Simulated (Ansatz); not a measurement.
## Bi in Ansatz: the effect of functional

The system is Bi.

```
Bi
1.0
     3.51170   -3.15332    0.00000
     3.51170    3.15332    0.00000
    -1.26858    0.00000    3.13417
Bi
2
Direct
  0.75306 0.75306 0.85738
  0.24694 0.24694 0.14262
```

This isn't the form of Bi at room conditions, which is rhombohedral.

The cell isn't the ideal one: volume scaled by 1.02.

Alike in all runs:

- Program: Ansatz 0.2.0
- Task: single point
- Potentials or basis: Ansatz PAW
- k mesh: 6 × 6 × 9
- Occupations: fermi-dirac, width 0.05 eV
- Spin: no spin polarisation

| functional | cutoff | pressure (GPa) | largest force (eV/Å) |
| --- | --- | --- | --- |
| LDA | 420 eV (not typed: the program's choice for these potentials) | -4.4 | 0.12 |
| PBEsol | 420 eV (not typed: the program's choice for these potentials) | -3.3 | 0.09 |
| r2SCAN | 500 eV (not typed: the program's choice for these potentials) | ? | ? |

What does the run with functional r2SCAN give?

Pressure -1.7 GPa; largest force 0.17 eV/Å.

Caveats: the PAW data sets come from PBE, with cores solved anew for the run's functional, which leaves a small shift of forces and pressure.

Runs at the PBE level aren't shown here.
